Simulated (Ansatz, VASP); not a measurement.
## Two plane-wave programs on HfO2

File INCAR:

```
  PREC = Accurate
  ENCUT = 520
  EDIFF = 1E-7
  ISMEAR = -1
  SIGMA = 0.05
  LREAL = False
  LASPH = True
  NELM = 80
  ALGO = Normal
  ISIF = 2
  LWAVE = False
  LCHARG = False
  GGA = PE
  NBANDS = 56
```

KPOINTS

```
regular mesh
0
Gamma
  5 8 4
```

File POSCAR:

```
HfO2
1.0
    5.4429673565      0.0000000000      0.0000000000
    0.0000000000      3.2655453133      0.0000000000
    0.0000000000      0.0000000000      6.3722027393
Hf O
4 8
Direct
    0.7486820000      0.7500000000      0.6078710000
    0.2513180000      0.2500000000      0.3921290000
    0.2486820000      0.7500000000      0.8921290000
    0.7513180000      0.2500000000      0.1078710000
    0.6394990000      0.2500000000      0.4234000000
    0.3605010000      0.7500000000      0.5766000000
    0.1394990000      0.2500000000      0.0766000000
    0.8605010000      0.7500000000      0.9234000000
    0.5207940000      0.2500000000      0.8414530000
    0.4792060000      0.7500000000      0.1585470000
    0.0207940000      0.2500000000      0.6585470000
    0.9792060000      0.7500000000      0.3414530000
```

File input.yaml:

```yaml
crystal:
  lattice:
    - [5.4429673565, 0.0, 0.0]
    - [0.0, 3.2655453133, 0.0]
    - [0.0, 0.0, 6.3722027393]
  atoms:
    - { symbol: Hf, position: [0.748682, 0.75, 0.607871] }
    - { symbol: Hf, position: [0.251318, 0.25, 0.392129] }
    - { symbol: Hf, position: [0.248682, 0.75, 0.892129] }
    - { symbol: Hf, position: [0.751318, 0.25, 0.107871] }
    - { symbol: O, position: [0.639499, 0.25, 0.4234] }
    - { symbol: O, position: [0.360501, 0.75, 0.5766] }
    - { symbol: O, position: [0.139499, 0.25, 0.0766] }
    - { symbol: O, position: [0.860501, 0.75, 0.9234] }
    - { symbol: O, position: [0.520794, 0.25, 0.841453] }
    - { symbol: O, position: [0.479206, 0.75, 0.158547] }
    - { symbol: O, position: [0.020794, 0.25, 0.658547] }
    - { symbol: O, position: [0.979206, 0.75, 0.341453] }
hamiltonian:
  xc: pbe
  pseudopotentials: { kind: paw }
kpoints:
  mp_grid: { grid: [5, 8, 4] }
scf:
  occupations: { method: fermi_dirac, width: 0.05 }
output:
  forces: true
  stress: true
  eigenvalues: true
  write_density: true
  write_potential: true
  elf: true
  volumetric_format: npy
```

Change from the starting cell: volume scaled by 0.94.

Alike in both runs: task single point; functional PBE; k mesh 5 × 8 × 4; occupations fermi-dirac, width 0.05 eV; no spin polarisation.

|  | VASP | Ansatz |
| --- | --- | --- |
| version | VASP 6.6.1 | Ansatz 0.2.0 |
| potentials or method | VASP PAW PBE potentials, release 64 (Hf_pv, O) | Ansatz PAW |
| plane-wave cutoff (eV) | 520 | 420 |
| valence electrons in the cell | 88 | 152 |

|  | VASP | Ansatz | Ansatz less VASP |
| --- | --- | --- | --- |
| gap on the k mesh at the Fermi level (eV) | 3.53 | 3.58 | +0.055 |
| least direct gap on the mesh (eV) | 3.53 | 3.58 | +0.055 |
| pressure (GPa) | 18.9 | 23.1 | +4.22 |
| largest component of the traceless stress (GPa) | 0.54 | 0.56 | +0.019 |
| rms of the force components (eV/Å) | 0.182 | 0.217 | +0.0355 |

Atom by atom the forces differ by 0.036 eV/Å (rms over components). The two sets of potentials don't hold the same shells in valence.

Caveats: spin-orbit coupling is left out, which moves the levels of the heavy elements; an odd mesh through Γ misses points on the zone boundary, where band edges often lie (VASP); odd divisions of the mesh miss points on the zone boundary, where band edges often lie, so the gap on the mesh can be too wide (Ansatz); the pressure holds a Pulay correction of +1.0 GPa for the finite cutoff (Ansatz).
